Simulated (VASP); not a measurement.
# Cr (P6_3/mmc) in VASP: further runs

Runs on Cr. Level: PBEsol. Tasks: single point.

Everything below comes from runs of VASP 6.6.1. Logs are shortened: lines on timing, memory, paths and dates and some standing lists are left out, and cuts for length are marked.

### 1 The structure

The structure is hexagonal, space group P6_3/mmc (No. 194). The conventional cell has a = 2.714 Å, b = 2.714 Å, c = 4.410 Å, α = 90.00°, β = 90.00°, γ = 120.00°. Around Cr (site symmetry -6m2) lie 12 Cr at 2.71 Å.

This isn't the form of Cr at room conditions, which is bcc.

### 2 Single point, PBEsol, collinear spin, ferromagnetic start

Contents of INCAR:

```
SYSTEM = Cr
ADDGRID = .TRUE.
ALGO = Normal
EDIFF = 1E-6
ENCUT = 400
GGA = PS
ISIF = 2
ISMEAR = 1
ISPIN = 2
LASPH = .TRUE.
LCHARG = .FALSE.
LMAXMIX = 4
LORBIT = 11
LREAL = .FALSE.
LWAVE = .FALSE.
MAGMOM = 3 3
NELM = 100
PREC = Accurate
SIGMA = 0.1
```

Contents of KPOINTS:

```
k-points
0
G
  15 15 8
  0 0 0
```

Contents of POSCAR:

```
Cr
1.0
    2.7140000000      0.0000000000      0.0000000000
   -1.3570000000      2.3503929459      0.0000000000
    0.0000000000      0.0000000000      4.4100000000
Cr
2
Direct
    0.6666666667      0.3333333333      0.7500000000
    0.3333333333      0.6666666667      0.2500000000
```

Potentials or basis: VASP PAW PBE potentials, release 64 (Cr_pv).

Started as:

```sh
$ cat potpaw_PBE.64/Cr_pv/POTCAR > POTCAR
$ mpirun -np 1 vasp_std > vasp.out
```

OUTCAR:

```text
SYSTEM = Cr
   EDIFF = 1E-6
   ENCUT = 400
   GGA = PS
   ISIF = 2
   ISMEAR = 1
   ISPIN = 2
   LASPH = .TRUE.
   LORBIT = 11
   LREAL = .FALSE.
   NELM = 100
   PREC = Accurate

 Found    135 irreducible k-points:

 Following reciprocal coordinates:
            Coordinates               Weight
  0.000000  0.000000  0.000000      1.000000
  0.066667 -0.000000  0.000000      6.000000
  0.133333  0.000000  0.000000      6.000000
  0.200000 -0.000000  0.000000      6.000000
  0.266667  0.000000  0.000000      6.000000
  0.333333  0.000000  0.000000      6.000000
   k-points           NKPTS =    135   k-points in BZ     NKDIM =    135   number of bands    NBANDS=     19
   number of dos      NEDOS =    301   number of ions     NIONS =      2
   total plane-waves  NPLWV =   9720
   dimension x,y,z NGX =    18 NGY =   18 NGZ =   30
   dimension x,y,z NGXF=    36 NGYF=   36 NGZF=   60
   ions per type =               2
   NGX,Y,Z   is equivalent  to a cutoff of  11.03, 11.03, 11.31 a.u.
   NGXF,Y,Z  is equivalent  to a cutoff of  22.05, 22.05, 22.62 a.u.
 SYSTEM =  Cr
   PREC   = accura    normal or accurate (medium, high low for compatibility)
   ISTART =      0    job   : 0-new  1-cont  2-samecut
   ICHARG =      2    charge: 1-file 2-atom 10-const
   ISPIN  =      2    spin polarized calculation?
   LNONCOLLINEAR =      F non collinear calculations
   LSORBIT =      F    spin-orbit coupling
   LASPH  =      T    aspherical Exc in radial PAW
   ENCUT  =  400.0 eV  29.40 Ry    5.42 a.u.   4.43  4.43  7.19*2*pi/ulx,y,z
   NELM   =    100;   NELMIN=  2; NELMDL= -5     # of ELM steps
   EDIFF  = 0.1E-05   stopping-criterion for ELM
   LREAL  =      F    real-space projection
   EDIFFG = 0.1E-04   stopping-criterion for IOM
   NSW    =      0    number of steps for IOM
   IBRION =     -1    ionic relax: 0-MD 1-quasi-New 2-CG
   NFREE  =      0    steps in history (QN), initial steepest desc. (CG)
   ISIF   =      2    stress and relaxation
   ISYM   =      2    0-nonsym 1-usesym 2-fastsym
   POTIM  = 0.5000    time-step for ionic-motion
   TEBEG  =    0.0;   TEEND  =   0.0 temperature during run
   PSTRESS=    0.0 pullay stress
   NELECT =      24.0000    total number of electrons
   NUPDOWN=      -1.0000    fix difference up-down
   EMIN   =  10.00;   EMAX   =-10.00  energy-range for DOS
   EFERMI =   0.00;   METHOD = LEGACY
   ISMEAR =     1;   SIGMA  =   0.10  broadening in eV -4-tet -1-fermi 0-gaus
   EFERMI_NEDOS =   21; number of points for ismear=-14 and -15
   IALGO  =     38    algorithm
   IMIX   =      4    mixing-type and parameters
     AMIX     =   0.40;   BMIX     =  1.00
     AMIX_MAG =   1.60;   BMIX_MAG =  1.00
  volume/ion in A,a.u.               =      14.07        94.92
  Fermi-wavevector in a.u.,A,eV,Ry     =   1.552681  2.934142 32.801180  2.410819
  Thomas-Fermi vector in A             =   2.657021
   LORBIT       =     11    0 simple, 1 ext, 2 COOP (PROOUT), +10 PAW based schemes
   GGA     = PS    functional components
   LHFCALC =     F    Hartree Fock is set to
   AEXX    =    0.0000 exact exchange contribution
   IVDW    =     0    specifies the selected vdW correction
   LEPSILON=     F    determine dielectric tensor
   LRPA    =     F    only Hartree local field effects (RPA)
 spin polarized calculation
 Methfessel and Paxton  Order N= 1 SIGMA  =   0.10
  energy-cutoff  :      400.00
  volume of cell :       28.13
 maximum number of plane-waves:       537
 NGX is ok and might be reduce to    18
   NGX =  9   NGY =  9   NGZ = 15

 number of electron      24.0000000 magnetization       1.8171692

 Free energy of the ion-electron system (eV)
  ---------------------------------------------------
  ext. energy  EPLUGINS =         0.00000000
  ---------------------------------------------------
  free energy    TOTEN  =       -18.90038268 eV

  energy without entropy =      -18.90086456  energy(sigma->0) =      -18.90054331

 E-fermi :   8.1375     XC(G=0): -12.6928

 val. band max:        8.1344232575   @ k =   0.2667   0.2667   0.0000
 cond. band min:       8.1416735477   @ k =   0.4000   0.0667   0.2500
 fundamental gap:      0.0072502902
 Fermi energy:         8.1374870760

 spin component 1

 k-point     1 :       0.0000    0.0000    0.0000
  band No.  band energies     occupation
      1     -35.1758      1.00000
      2     -34.8336      1.00000
      3     -34.8336      1.00000
      4     -34.7664      1.00000
      5     -34.7664      1.00000
      6     -34.6857      1.00000
      7       0.9705      1.00000
      8       4.5544      1.00000
      9       7.4589      1.00000
     10       7.4589      1.00000
     11       7.5110      1.00000
     12       7.8269      1.00005
     13       7.8269      1.00005
     14       8.2779     -0.03161
     15       8.2779     -0.03161
     16       8.5281     -0.00000
     17       9.5175     -0.00000
     18       9.5175     -0.00000
     19      14.9595      0.00000

 k-point     2 :       0.0667   -0.0000    0.0000
  band No.  band energies     occupation
      1     -35.1686      1.00000
      2     -34.8488      1.00000
      3     -34.8385      1.00000
      4     -34.7827      1.00000
      5     -34.7689      1.00000
      6     -34.6883      1.00000
      7       1.1089      1.00000
      8       4.6551      1.00000
      9       7.2629      1.00000
     10       7.5405      1.00000
     11       7.6741      1.00000
     12       7.7808      1.00000
     13       7.8997      1.00196
     14       7.9750      1.02192
     15       8.2221     -0.00083
     16       8.2656     -0.03500
     17       9.5428     -0.00000
     18      10.1508      0.00000
     19      14.9600      0.00000

 k-point     3 :       0.1333    0.0000    0.0000
  band No.  band energies     occupation
      1     -35.1481      1.00000
      2     -34.8924      1.00000
      3     -34.8521      1.00000
      4     -34.8280      1.00000
      5     -34.7760      1.00000
      6     -34.6963      1.00000
      7       1.5136      1.00000
      8       4.9284      1.00000
      9       6.9930      1.00000
     10       7.2547      1.00000
     11       7.6226      1.00000
     12       7.7772      1.00000
     13       7.9183      1.00409
     14       8.0768      0.92296
     15       8.1100      0.72351
     16       8.1454      0.43335
     17       9.6019     -0.00000
     18      11.2014      0.00000
     19      14.9613      0.00000

 k-point     4 :       0.2000   -0.0000    0.0000
  band No.  band energies     occupation
      1     -35.1163      1.00000
      2     -34.9582      1.00000
      3     -34.8930      1.00000
      4     -34.8721      1.00000
      5     -34.7870      1.00000
      6     -34.7097      1.00000
      7       2.1505      1.00000
      8       5.2682      1.00000
      9       6.6130      1.00000
     10       6.7254      1.00000
     11       7.4632      1.00000
     12       7.8866      1.00111
     13       7.9827      1.02549
     14       8.1440      0.44501
     15       8.2214      0.00070
     16       8.4325     -0.00012
     17       9.6664     -0.00000
     18      12.3743      0.00000
     19      14.9640      0.00000

 k-point     5 :       0.2667    0.0000    0.0000
  band No.  band energies     occupation
      1     -35.0761      1.00000
      2     -35.0338      1.00000
      3     -34.9667      1.00000
      4     -34.8939      1.00000
      5     -34.8000      1.00000
      6     -34.7286      1.00000
      7       2.9512      1.00000
      8       5.4541      1.00000
      9       6.0882      1.00000
     10       6.5872      1.00000
     11       7.4038      1.00000
     12       7.6910      1.00000
     13       7.8020      1.00001
     14       8.5969     -0.00000
     15       8.6376     -0.00000
     16       8.8263     -0.00000
     17       9.7197     -0.00000
     18      13.6265      0.00000
     19      14.9732      0.00000

 k-point     6 :       0.3333    0.0000    0.0000
  band No.  band energies     occupation
      1     -35.1068      1.00000
      2     -35.0357      1.00000
      3     -35.0322      1.00000
      4     -34.9147      1.00000
      5     -34.8128      1.00000
      6     -34.7526      1.00000
      7       3.7881      1.00000
      8       5.3695      1.00000
      9       5.6904      1.00000
     10       6.6071      1.00000
     11       7.5199      1.00000
     12       7.5464      1.00000
     13       7.6339      1.00000
     14       9.0642     -0.00000
     15       9.2046     -0.00000
     16       9.2352     -0.00000
     17       9.7562     -0.00000
     18      14.9271      0.00000
     19      14.9904      0.00000

 [... further k-points ...]

 spin component 2

 k-point     1 :       0.0000    0.0000    0.0000
  band No.  band energies     occupation
      1     -34.4038      1.00000
      2     -33.9709      1.00000
      3     -33.9709      1.00000
      4     -33.9034      1.00000
      5     -33.9026      1.00000
      6     -33.9026      1.00000
      7       1.3118      1.00000
      8       5.0532      1.00000
      9       8.1500      0.39466
     10       8.2277     -0.01174
     11       8.2277     -0.01175
     12       8.6132     -0.00000
     13       8.6132     -0.00000
     14       8.8281     -0.00000
     15       9.0984     -0.00000
     16       9.0984     -0.00000
     17      10.3678      0.00000
     18      10.3678      0.00000
     19      15.9459      0.00000

 k-point     2 :       0.0667   -0.0000    0.0000
  band No.  band energies     occupation
      1     -34.3965      1.00000
      2     -33.9865      1.00000
      3     -33.9759      1.00000
      4     -33.9192      1.00000
      5     -33.9061      1.00000
      6     -33.9051      1.00000
      7       1.4503      1.00000
      8       5.1551      1.00000
      9       7.9777      1.02317
     10       8.3112     -0.01697
     11       8.3639     -0.00311
     12       8.4435     -0.00007
     13       8.5621     -0.00000
     14       8.6877     -0.00000
     15       9.0396     -0.00000
     16       9.0404     -0.00000
     17      10.3947      0.00000
     18      10.8745      0.00000
     19      15.9457      0.00000

 k-point     3 :       0.1333    0.0000    0.0000
  band No.  band energies     occupation
      1     -34.3754      1.00000
      2     -34.0311      1.00000
      3     -33.9898      1.00000
      4     -33.9656      1.00000
      5     -33.9142      1.00000
      6     -33.9123      1.00000
      7       1.8557      1.00000
      8       5.4335      1.00000
      9       7.7070      1.00000
     10       7.7929      1.00001
     11       8.3806     -0.00157
     12       8.5536     -0.00000
     13       8.6087     -0.00000
     14       8.8873     -0.00000
     15       8.9029     -0.00000
     16       8.9156     -0.00000
     17      10.4573      0.00000
     18      11.8494      0.00000
     19      15.9501      0.00000

 k-point     4 :       0.2000   -0.0000    0.0000
  band No.  band energies     occupation
      1     -34.3429      1.00000
      2     -34.0985      1.00000
      3     -34.0321      1.00000
      4     -34.0103      1.00000
      5     -33.9278      1.00000
      6     -33.9235      1.00000
      7       2.4956      1.00000
      8       5.7891      1.00000
      9       7.1883      1.00000
     10       7.4175      1.00000
     11       8.2099      0.03202
     12       8.6883     -0.00000
     13       8.7412     -0.00000
     14       8.9032     -0.00000
     15       8.9302     -0.00000
     16       9.2334     -0.00000
     17      10.5254      0.00000
     18      12.9806      0.00000
     19      15.9718      0.00000

 k-point     5 :       0.2667    0.0000    0.0000
  band No.  band energies     occupation
      1     -34.3018      1.00000
      2     -34.1760      1.00000
      3     -34.1075      1.00000
      4     -34.0325      1.00000
      5     -33.9471      1.00000
      6     -33.9367      1.00000
      7       3.3063      1.00000
      8       6.0187      1.00000
      9       6.6873      1.00000
     10       7.2277      1.00000
     11       8.1233      0.61850
     12       8.4845     -0.00001
     13       8.5473     -0.00000
     14       9.3211     -0.00000
     15       9.3967     -0.00000
     16       9.6373     -0.00000
     17      10.5814      0.00000
     18      14.2010      0.00000
     19      16.0119      0.00000

 k-point     6 :       0.3333    0.0000    0.0000
  band No.  band energies     occupation
      1     -34.2569      1.00000
      2     -34.2509      1.00000
      3     -34.1781      1.00000
      4     -34.0537      1.00000
      5     -33.9716      1.00000
      6     -33.9497      1.00000
      7       4.1730      1.00000
      8       5.9770      1.00000
      9       6.3059      1.00000
     10       7.1864      1.00000
     11       8.2296     -0.01481
     12       8.3063     -0.01907
     13       8.3671     -0.00275
     14       9.8808     -0.00000
     15       9.8890     -0.00000
     16      10.0576     -0.00000
     17      10.6196      0.00000
     18      15.4722      0.00000
     19      15.9056      0.00000

 [... further k-points ...]

------------------------ aborting loop because EDIFF is reached ----------------------------------------

  FORCE on cell =-STRESS in cart. coord.  units (eV):
  Direction    XX          YY          ZZ          XY          YZ          ZX
  --------------------------------------------------------------------------------------
  -------------------------------------------------------------------------------------
  Total       -6.0530117     -6.0530117     -5.3047397     -0.0000000     -0.0000000      0.0000000
  in kB     -344.7411969   -344.7411970   -302.1243658     -0.0000000     -0.0000000      0.0000000
  external PRESSURE =    -330.5355866 kB  Pullay stress =       0.0000000 kB

 VOLUME and BASIS-vectors are now :
 -----------------------------------------------------------------------------
  energy-cutoff  :      400.00
  volume of cell :       28.13
      direct lattice vectors                 reciprocal lattice vectors
     2.714000000  0.000000000  0.000000000     0.368459838  0.212730387  0.000000000
    -1.357000000  2.350392946  0.000000000     0.000000000  0.425460773  0.000000000
     0.000000000  0.000000000  4.410000000     0.000000000  0.000000000  0.226757370

 POSITION                                       TOTAL-FORCE (eV/Angst)
 -----------------------------------------------------------------------------------
      1.35700      0.78346      3.30750        -0.000000      0.000000      0.000000
     -0.00000      1.56693      1.10250         0.000000     -0.000000      0.000000
 -----------------------------------------------------------------------------------
    total drift:                               -0.000000      0.000000     -0.000000

  FREE ENERGIE OF THE ION-ELECTRON SYSTEM (eV)
  ---------------------------------------------------
  free  energy   TOTEN  =       -18.9003826832 eV

  energy  without entropy=      -18.9008645621  energy(sigma->0) =      -18.90054331

 total charge

# of ion       s       p       d       tot
------------------------------------------
    1        0.376   6.283   4.054  10.712
    2        0.376   6.283   4.054  10.712
--------------------------------------------------
tot          0.751  12.566   8.107  21.424

 magnetization (x)

# of ion       s       p       d       tot
------------------------------------------
    1        0.001   0.024   0.815   0.840
    2        0.001   0.024   0.815   0.840
--------------------------------------------------
tot          0.002   0.048   1.630   1.680
```

Run time: 66 s. Hardware: 1 thread of Intel Xeon Platinum 8488C (Sapphire Rapids), shared host; peak memory 0.22 GiB.

These settings aren't checked as converged: the numbers below hold their error.

What came out:

- Free energy: -18.9004 eV
- Pressure: -33.1 GPa
- Band gap on the k mesh: none (metal or under the smearing width)
- Net moment: 1.82 μB per cell
- Site moments: Cr +0.84 μB
- Valence electrons inside the program's atomic spheres: Cr 10.71

Caveat: a pressure of tens of GPa on the cell as given is suspect, and the run, the potentials or the cell itself is likely at fault; the PAW data sets were made with another functional, which shifts forces and pressure a little.

### 3 Single point, PBEsol, collinear spin, ferromagnetic start

Changes to INCAR since step 2:

```diff
@@ -1,3 +1,3 @@
 SYSTEM = Cr
-ADDGRID = .TRUE.
+ADDGRID = .FALSE.
 ALGO = Normal
@@ -9,3 +9,3 @@
 ISPIN = 2
-LASPH = .TRUE.
+LASPH = .FALSE.
 LCHARG = .FALSE.
```

KPOINTS is that of step 2.

POSCAR is that of step 2.

Potentials or basis: VASP PAW PBE potentials, release 64 (Cr_pv).

Started as:

```sh
$ cat potpaw_PBE.64/Cr_pv/POTCAR > POTCAR
$ mpirun -np 1 vasp_std > vasp.out
```

It took 67 s on 1 thread of Intel Xeon Platinum 8488C (Sapphire Rapids), shared host; peak memory 0.18 GiB.

These settings aren't checked as converged: the numbers below hold their error.

What came out:

```
Free energy                                           : -18.8995 eV
Pressure                                              : -33.1 GPa
Band gap on the k mesh                                : none (metal or under the smearing width)
Net moment                                            : 1.81 μB per cell
Site moments                                          : Cr +0.83 μB
Valence electrons inside the program's atomic spheres : Cr 10.71
```

Caveat: a pressure of tens of GPa on the cell as given is suspect, and the run, the potentials or the cell itself is likely at fault; the PAW data sets were made with another functional, which shifts forces and pressure a little.

### 4 For comparison

An earlier run on the cell as given: functional PBE; potentials or basis VASP PAW PBE potentials, release 64 (Cr_pv); cutoff 520 eV; k mesh 11 × 11 × 6; occupations fermi-dirac, width 0.05 eV; collinear spin, ferromagnetic start; starting moments [3.0, 3.0] μB.

- Pressure: -25.5 GPa
- Band gap on the k mesh: none (metal or under the smearing width)
- Net moment: 1.77 μB per cell
- Site moments: Cr +0.82 μB
- Valence electrons inside the program's atomic spheres: Cr 10.72
